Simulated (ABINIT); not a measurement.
# AlN (P6_3mc) in ABINIT: a series of runs

One crystal, AlN, is run at these levels: PBE, LDA; tasks: single point, relaxation of cell and atoms.

All numbers are computed with ABINIT 10.8.3 (patched build); they aren't measurements. Logs are shortened: lines on timing, memory, paths and dates and some standing lists are left out, and cuts for length are marked. The log counts tension as positive stress, the text compression.

**Experimental background.**

“Self-assembly of well-separated AlN nanowires directly on sputtered metallic TiN films”, 2019, arxiv:1910.07391 quotes, for a bulk crystal of AlN at 10 K: band gap 6.034 eV (an exciton energy, a little under the gap).

The runs below are set against these values where they give the same quantity.

## 1. The crystal as given

It takes space group P6_3mc (No. 186, hexagonal). Conventional cell: a = 3.113 Å, b = 3.113 Å, c = 4.981 Å, α = 90.00°, β = 90.00°, γ = 120.00°. Around Al (site symmetry 3m) lie 4 N at 1.89 Å. N (site symmetry 3m) is surrounded by 4 Al at 1.89 Å.

## 2. Single point, PBE

File run.abi:

```
# Pseudopotentials
pp_dirpath "./"
pseudos "Al.GGA_PBE-ansatz.xml, N.GGA_PBE-ansatz.xml"

# Structure
acell 3.113 3.113 4.981 Angstrom
rprim
     1.0000000000     0.0000000000     0.0000000000
    -0.5000000000     0.8660254038     0.0000000000
     0.0000000000     0.0000000000     1.0000000000
ntypat 2
znucl 13 7
natom 4
typat 1 1 2 2
xred
     0.6666666667     0.3333333333     0.5000000000
     0.3333333333     0.6666666667     0.0000000000
     0.6666666667     0.3333333333     0.8800000000
     0.3333333333     0.6666666667     0.3800000000

# Plane-wave basis
ecut 419.055348 eV
pawecutdg 30.8
pawovlp -1

# k points
kptopt 1
ngkpt 8 8 4
nshiftk 1
shiftk 0.0 0.0 0.0

# Exchange and correlation
ixc 11

# Bands and occupations
nband 12
occopt 3
tsmear 0.05 eV

# SCF cycle
nstep 100
tolvrs 1.0e-9

# Output
iomode 3
prtwf 0
prteig 0
prtebands 0
enunit 2
prtden 1
prtvha 1
prtvclmb 1
prtpot 1
```

Potentials or basis: Ansatz PAW PBE default generated set, frozen core.

On the command line:

```sh
> abinit run.abi > log 2>&1
```

run.abo:

```text
[... set-up lines left out ...]
 ETOT  1  -24.556342724379    -2.456E+01 2.669E-01 2.509E+01
 ETOT  2  -24.484466249425     7.188E-02 4.186E-02 5.610E+00
 ETOT  3  -24.471978711020     1.249E-02 1.120E-02 5.775E-01
 ETOT  4  -24.471906287268     7.242E-05 5.880E-03 5.333E-03
 ETOT  5  -24.471940316219    -3.403E-05 1.529E-03 1.138E-03
 ETOT  6  -24.471943934445    -3.618E-06 8.941E-04 2.028E-05
 ETOT  7  -24.471944217296    -2.829E-07 3.247E-04 2.414E-06
 ETOT  8  -24.471944232685    -1.539E-08 1.597E-04 1.475E-07
 ETOT  9  -24.471944232497     1.881E-10 4.111E-05 2.560E-09
 ETOT 10  -24.471944232521    -2.452E-11 4.979E-05 1.775E-09
 ETOT 11  -24.471944232521     4.867E-13 1.397E-05 2.795E-10

 At SCF step   11       nres2   =  2.79E-10 < tolvrs=  1.00E-09 =>converged.

 Cartesian components of stress tensor (hartree/bohr^3)
  sigma(1 1)= -9.08978134E-05  sigma(3 2)=  0.00000000E+00
  sigma(2 2)= -9.08978137E-05  sigma(3 1)=  0.00000000E+00
  sigma(3 3)= -1.44824501E-04  sigma(2 1)=  0.00000000E+00

--- !ResultsGS
iteration_state: {dtset: 1, }
comment   : Summary of ground state results
lattice_vectors:
- [  5.8827174,   0.0000000,   0.0000000, ]
- [ -2.9413587,   5.0945827,   0.0000000, ]
- [  0.0000000,   0.0000000,   9.4127258, ]
lattice_lengths: [   5.88272,    5.88272,    9.41273, ]
lattice_angles: [ 90.000,  90.000, 120.000, ] # degrees, (23, 13, 12)
lattice_volume:   2.8209931E+02
convergence: {deltae:  4.867E-13, res2:  2.795E-10, residm:  1.397E-05, diffor: null, }
etotal    :  -2.44719442E+01
entropy   :   0.00000000E+00
fermie    :   1.99945040E-01
cartesian_stress_tensor: # hartree/bohr^3
- [ -9.08978134E-05,   0.00000000E+00,   0.00000000E+00, ]
- [  0.00000000E+00,  -9.08978137E-05,   0.00000000E+00, ]
- [  0.00000000E+00,   0.00000000E+00,  -1.44824501E-04, ]
pressure_GPa:   3.2032E+00
xred      :
- [  6.6667E-01,   3.3333E-01,   5.0000E-01, Al]
- [  3.3333E-01,   6.6667E-01,   0.0000E+00, Al]
- [  6.6667E-01,   3.3333E-01,   8.8000E-01,  N]
- [  3.3333E-01,   6.6667E-01,   3.8000E-01,  N]
cartesian_forces: # hartree/bohr
- [ -9.15442652E-29,  -5.28531062E-29,  -2.51238390E-03, ]
- [  9.15442652E-29,   5.28531062E-29,  -2.51238390E-03, ]
- [ -3.66177061E-28,  -2.11412425E-28,   2.51238390E-03, ]
- [  3.66177061E-28,   2.11412425E-28,   2.51238390E-03, ]
force_length_stats: {min:   2.51238390E-03, max:   2.51238390E-03, mean:   2.51238390E-03, }
...

 Integrated electronic density in atomic spheres:
 ------------------------------------------------
 Atom  Sphere_radius  Integrated_density
    1        2.63806          3.41651146
    2        2.63806          3.41651146
    3        1.93319          5.19602496
    4        1.93319          5.19602496

================================================================================

 ----iterations are completed or convergence reached----

 Mean square residual over all n,k,spin=   14.499E-08; max=  13.968E-06
 reduced coordinates (array xred) for    4 atoms
       0.666666666667      0.333333333333      0.500000000000
       0.333333333333      0.666666666667      0.000000000000
       0.666666666667      0.333333333333      0.880000000000
       0.333333333333      0.666666666667      0.380000000000
 rms dE/dt=  1.3653E-02; max dE/dt=  2.3601E-02; dE/dt below (all hartree)
    1       0.000000000000      0.000000000000      0.023600582057
    2      -0.000000000000      0.000000000000      0.023600582057
    3       0.000000000000      0.000000000000     -0.023696179554
    4      -0.000000000000      0.000000000000     -0.023696179554

 cartesian coordinates (angstrom) at end:
    1      1.55650000000000     0.89864569400980     2.49050000000000
    2      0.00000000000000     1.79729138801960     0.00000000000000
    3      1.55650000000000     0.89864569400980     4.38328000000000
    4      0.00000000000000     1.79729138801960     1.89278000000000

 cartesian forces (hartree/bohr) at end:
    1     -0.00000000000000    -0.00000000000000    -0.00251238389650
    2      0.00000000000000     0.00000000000000    -0.00251238389650
    3     -0.00000000000000    -0.00000000000000     0.00251238389650
    4      0.00000000000000     0.00000000000000     0.00251238389650
 frms,max,avg= 1.4505255E-03 2.5123839E-03   0.000E+00  0.000E+00  5.078E-06 h/b

 cartesian forces (eV/Angstrom) at end:
    1     -0.00000000000000    -0.00000000000000    -0.12919197433993
    2      0.00000000000000     0.00000000000000    -0.12919197433993
    3     -0.00000000000000    -0.00000000000000     0.12919197433993
    4      0.00000000000000     0.00000000000000     0.12919197433993
 frms,max,avg= 7.4589021E-02 1.2919197E-01   0.000E+00  0.000E+00  2.611E-04 e/A
 length scales=  5.882717429951  5.882717429951  9.412725833147 bohr
              =  3.113000000000  3.113000000000  4.981000000000 angstroms
 Fermi (or HOMO) energy (hartree) =   0.19995   Average Vxc (hartree)=  -0.39399
 Eigenvalues (hartree) for nkpt=  30  k points:
 kpt#   1, nband= 12, wtk=  0.00391, kpt=  0.0000  0.0000  0.0000 (reduced coord)
  -0.41836   -0.33960   -0.08089    0.10779    0.10779    0.13165    0.13165    0.13825
   0.29307    0.38333    0.52829    0.54888
      occupation numbers for kpt#   1
   2.00000    2.00000    2.00000    2.00000    2.00000    2.00000    2.00000    2.00000
   0.00000    0.00000    0.00000    0.00000
 prteigrs : prtvol=0 or 1, do not print more k-points.

 Fermi (or HOMO) energy (eV) =   5.44078   Average Vxc (eV)= -10.72115
 Eigenvalues (   eV  ) for nkpt=  30  k points:
 kpt#   1, nband= 12, wtk=  0.00391, kpt=  0.0000  0.0000  0.0000 (reduced coord)
 -11.38416   -9.24094   -2.20123    2.93304    2.93304    3.58241    3.58241    3.76210
   7.97482   10.43094   14.37552   14.93573
 prteigrs : prtvol=0 or 1, do not print more k-points.

--- !EnergyTerms
iteration_state     : {dtset: 1, }
comment             : Components of total free energy in Hartree
kinetic             :  1.17215678055924E+01
hartree             :  5.72134338555553E+00
xc                  : -7.48685494863468E+00
Ewald energy        : -2.17432241270719E+01
psp_core            :  1.97416428577829E+00
local_psp           : -1.84477699188097E+01
PAW spherical_terms :  3.78882662466287E+00
internal            : -2.44719468929272E+01
'-kT*entropy'       :  1.25294605474896E-15
total_energy        : -2.44719468929272E+01
total_energy_eV     : -6.65915599094576E+02
...

--- !EnergyTermsDC
iteration_state     : {dtset: 1, }
comment             : '"Double-counting" decomposition of free energy'
band_energy         : -8.57883608973772E-01
Ewald energy        : -2.17432241270719E+01
psp_core            :  1.97416428577829E+00
xc_dc               : -5.27043907219382E+00
PAW spherical_terms :  1.42543828994031E+00
internal            : -2.44719442325208E+01
'-kT*entropy'       :  1.25294605474896E-15
total_energy_dc     : -2.44719442325208E+01
total_energy_dc_eV  : -6.65915526701232E+02
...

--- !EnergyTermsWithPAWCore
iteration_state     : {dtset: 1, }
comment             : 'Components of total free energy, including PAW core contributions'
Total energy        : -5.94386166280845E+02
Total energy DC     : -5.94386163620439E+02
Total energy (eV)   : -1.61740715499360E+04
Total energy DC (eV): -1.61740714775426E+04
...

 Cartesian components of stress tensor (hartree/bohr^3)
  sigma(1 1)= -9.08978134E-05  sigma(3 2)=  0.00000000E+00
  sigma(2 2)= -9.08978137E-05  sigma(3 1)=  0.00000000E+00
  sigma(3 3)= -1.44824501E-04  sigma(2 1)=  0.00000000E+00

-Cartesian components of stress tensor (GPa)         [Pressure=  3.2032E+00 GPa]
- sigma(1 1)= -2.67430600E+00  sigma(3 2)=  0.00000000E+00
- sigma(2 2)= -2.67430601E+00  sigma(3 1)=  0.00000000E+00
- sigma(3 3)= -4.26088392E+00  sigma(2 1)=  0.00000000E+00

== END DATASET(S) ==============================================================
================================================================================

 -outvars: echo values of variables after computation  --------
            acell      5.8827174300E+00  5.8827174300E+00  9.4127258331E+00 Bohr
           etotal     -2.4471944233E+01
            fcart     -9.1544265222E-29 -5.2853106167E-29 -2.5123838965E-03
                       9.1544265222E-29  5.2853106167E-29 -2.5123838965E-03
                      -3.6617706089E-28 -2.1141242467E-28  2.5123838965E-03
                       3.6617706089E-28  2.1141242467E-28  2.5123838965E-03
            rprim      1.0000000000E+00  0.0000000000E+00  0.0000000000E+00
                      -5.0000000000E-01  8.6602540380E-01  0.0000000000E+00
                       0.0000000000E+00  0.0000000000E+00  1.0000000000E+00
           strten     -9.0897813428E-05 -9.0897813677E-05 -1.4482450086E-04
                       0.0000000000E+00  0.0000000000E+00  0.0000000000E+00
           xangst      1.5565000000E+00  8.9864569401E-01  2.4905000000E+00
                       1.3841485454E-17  1.7972913880E+00  0.0000000000E+00
                       1.5565000000E+00  8.9864569401E-01  4.3832800000E+00
                       1.3841485454E-17  1.7972913880E+00  1.8927800000E+00
             xred      6.6666666667E-01  3.3333333333E-01  5.0000000000E-01
                       3.3333333333E-01  6.6666666667E-01  0.0000000000E+00
                       6.6666666667E-01  3.3333333333E-01  8.8000000000E-01
                       3.3333333333E-01  6.6666666667E-01  3.8000000000E-01
 Calculation completed.
```

Run time: 39 s. Hardware: 1 thread of Intel Xeon Platinum 8259CL at 2.50GHz (Skylake/Cascade Lake), shared host; peak memory 0.29 GiB.

Results:

```yaml
Free_energy: -665.9155 eV
Largest_force: 0.129 eV/Å
Band_gap_on_the_k_mesh: 4.21 eV, direct
```

Forces in eV/Å, atoms in the order of the input:
```
Al   0.000  0.000 -0.129
Al   0.000  0.000 -0.129
N    0.000  0.000  0.129
N    0.000  0.000  0.129
```

Caveat: the atomic spheres overlap; the cutoff is too short for stress, so the log's stress isn't used.

## 3. Single point, PBE

Edit run.abi of step 2 so:

```diff
@@ -2,3 +2,3 @@
 pp_dirpath "./"
-pseudos "Al.GGA_PBE-ansatz.xml, N.GGA_PBE-ansatz.xml"
+pseudos "Al.upf, N.upf"
 
@@ -21,5 +21,3 @@
 # Plane-wave basis
-ecut 419.055348 eV
-pawecutdg 30.8
-pawovlp -1
+ecut 36.0
 
@@ -41,3 +39,3 @@
 nstep 100
-tolvrs 1.0e-9
+tolvrs 1.0e-10
 
@@ -53 +51,2 @@
 prtpot 1
+prtelf 1
```

Potentials or basis: PseudoDojo NC SR PBE v0.4.1 standard.

On the command line:

```sh
> abinit run.abi > log 2>&1
```

It took 36 s on 1 thread of Intel Xeon Platinum 8259CL at 2.50GHz (Skylake/Cascade Lake), shared host; peak memory 0.08 GiB.

The run converged. Its results:

```
Free energy                                           : -696.2887 eV
Pressure                                              : 2.9 GPa
Largest force                                         : 0.131 eV/Å
Band gap on the k mesh                                : 4.22 eV, direct
Valence electrons inside the program's atomic spheres : Al 1.10; N 5.38
```

Forces in eV/Å, atoms in the order of the input:
```
Al   0.000  0.000 -0.131
Al   0.000  0.000 -0.131
N    0.000  0.000  0.131
N    0.000  0.000  0.131
```

Stress tensor (GPa, compression positive):
```
2.39 0.00 0.00
0.00 2.39 0.00
0.00 0.00 4.03
```

Levels at points of the mesh, in eV from the valence-band top:
| k point | band 5 | band 6 | band 7 | band 8 | band 9 | band 10 | band 11 | band 12 |
| --- | --- | --- | --- | --- | --- | --- | --- | --- |
| (0.00, 0.00, 0.00) | -0.83 | -0.18 | -0.18 | 0.00 | 4.22 | 6.68 | 10.83 | 11.19 |
| (0.50, 0.00, 0.00) | -3.33 | -2.06 | -1.77 | -0.66 | 5.83 | 5.84 | 8.21 | 10.68 |
| (0.00, 0.00, 0.50) | -0.51 | -0.51 | -0.51 | -0.51 | 6.47 | 6.47 | 10.35 | 10.35 |
| (0.50, 0.00, 0.50) | -1.44 | -1.44 | -1.35 | -1.35 | 5.34 | 5.34 | 9.32 | 9.32 |

Caveat: the cutoff is short for stress, so the pressure is rough. As with any semilocal functional, this PBE gap is likely too small.

## 4. Relaxation of cell and atoms, LDA

File run.abi:

```
# Pseudopotentials
pp_dirpath "./"
pseudos "Al.upf, N.upf"

# Structure
acell 3.113 3.113 4.981 Angstrom
rprim
     1.0000000000     0.0000000000     0.0000000000
    -0.5000000000     0.8660254038     0.0000000000
     0.0000000000     0.0000000000     1.0000000000
ntypat 2
znucl 13 7
natom 4
typat 1 1 2 2
xred
     0.3333333333     0.6666666667     0.0000000000
     0.6666666667     0.3333333333     0.5000000000
     0.3333333333     0.6666666667     0.3800000000
     0.6666666667     0.3333333333     0.8800000000
chkprim 0
chksymtnons 0
tolsym 1.0e-6

# Plane-wave basis
ecut 42.0

# k points
kptopt 1
ngkpt 8 8 5
nshiftk 1
shiftk 0.0 0.0 0.0

# Exchange and correlation
ixc 7

# Bands and occupations
nband 12
occopt 3
tsmear 0.00183747

# SCF cycle
nstep 100
tolvrs 1.0e-10

# Output
iomode 3
prtwf 0
prtden 0
prteig 0
prtebands 0
enunit 2

# Relaxation
ionmov 2
ntime 60
tolmxf 0.0002
optcell 2
dilatmx 1.08
ecutsm 0.5
```

Potentials or basis: PseudoDojo NC SR LDA v0.4.1 standard.

On the command line:

```sh
> abinit run.abi > log 2>&1
```

It took 4.4 min on 1 thread of Intel Xeon Platinum 8375C at 2.90GHz (Ice Lake), shared host; peak memory 0.1 GiB.

It converged, with:

```yaml
Free_energy: -698.9910 eV
Relaxed_volume: 10.15 Å³/atom
Relaxed_cell: a = 3.082 Å, b = 3.082 Å, c = 4.934 Å, α = 90.00°, β = 90.00°, γ = 120.00°
Space_group_after_relaxing_to_0.05_Å: P6_3mc (No. 186)
Energy_gained_by_relaxing: 5.9 meV/atom
Ionic_steps: 6
Pressure_after_relaxing: 0.0 GPa
Band_gap_on_the_k_mesh: 4.49 eV, direct
Valence_electrons_inside_the_program's_atomic_spheres: Al 1.17; N 5.40
```

Step by step:
| step | energy change (eV) | largest force (eV/Å) | pressure (GPa) | volume (Å³) |
| --- | --- | --- | --- | --- |
| 1 | 0.0000 | 0.1142 | -5.82 | 41.80 |
| 2 | -0.0198 | 0.0737 | -2.34 | 41.06 |
| 3 | -0.0235 | 0.0336 | 0.10 | 40.58 |
| 4 | -0.0236 | 0.0288 | 0.03 | 40.59 |
| 5 | -0.0238 | 0.0018 | -0.08 | 40.61 |
| 6 | -0.0238 | 0.0012 | -0.03 | 40.60 |

Final structure:
```cif
data_structure
_symmetry_space_group_name_H-M 'P 1'
_symmetry_Int_Tables_number 1
_cell_length_a 3.0823
_cell_length_b 3.0823
_cell_length_c 4.9342
_cell_angle_alpha 90.000
_cell_angle_beta 90.000
_cell_angle_gamma 120.000
_cell_volume 40.60
loop_
_atom_site_label
_atom_site_type_symbol
_atom_site_fract_x
_atom_site_fract_y
_atom_site_fract_z
_atom_site_occupancy
Al1 Al 0.33333 0.66667 0.99902 1
Al2 Al 0.66667 0.33333 0.49902 1
N1 N 0.33333 0.66667 0.38098 1
N2 N 0.66667 0.33333 0.88098 1
```

Levels at points of the mesh, in eV from the valence-band top:
```csv
k point,band 4,band 5,band 6,band 7,band 8,band 9,band 10,band 11,band 12
"(0.00, 0.00, 0.00)",-0.89,-0.89,-0.23,-0.23,0.00,4.49,6.80,10.70,11.18
"(0.50, 0.00, 0.00)",-4.27,-3.45,-2.16,-1.85,-0.71,5.77,5.78,8.34,10.35
```

Expect the measured gap to be larger: semilocal functionals such as LDA lack the derivative discontinuity. Zero-point motion and thermal expansion aren't in these numbers.

## 5. The runs side by side

| task | level | potentials or basis | cell | k mesh | cutoff (eV) | fine-grid cutoff | cell freedom (optcell) | cutoff smearing ecutsm (Ha) | optimiser (ionmov) | force stop (Ha/bohr) | gap on the mesh (eV) | pressure (GPa) | largest force (eV/Å) |
| --- | --- | --- | --- | --- | --- | --- | --- | --- | --- | --- | --- | --- | --- |
| single point | PBE | Ansatz PAW PBE default generated set, frozen core | as given | 8 × 8 × 4 | 419 | 838.111 eV | - | - | - | - | 4.21 | - | 0.13 |
| single point | PBE | PseudoDojo NC SR PBE v0.4.1 standard | as given | 8 × 8 × 4 | 980 | - | - | - | - | - | 4.22 | 2.9 | 0.13 |
| relaxation of cell and atoms | LDA | PseudoDojo NC SR LDA v0.4.1 standard | relaxed | 8 × 8 × 5 | 1143 | - | 2 | 0.5 | 2 | 0.0002 | 4.49 | 0.0 | - |

Alike in all rows: no spin polarisation; smearing fermi-dirac 0.05 eV.

Caveats: the atomic spheres overlap (some runs); the cutoff is short for stress, so the pressure is rough (some runs).

Total energies depend on the potentials used, so only differences within one code and one set of settings carry meaning.

## 6. Comparison with measurements

Step 2. Measured gap of AlN: 6.034 eV (an exciton energy, a little under the gap; 10 K; quoted in “Self-assembly of well-separated AlN nanowires directly on sputtered metallic TiN films”, 2019, arxiv:1910.07391). This calculation gives 4.21 eV (-1.82 eV). 2 values of this kind are on record (6.034 to 6.0343 eV); this one was drawn at random. The value is that of PBE, without temperature or zero-point motion. Semilocal functionals fall short of measured gaps as a rule.
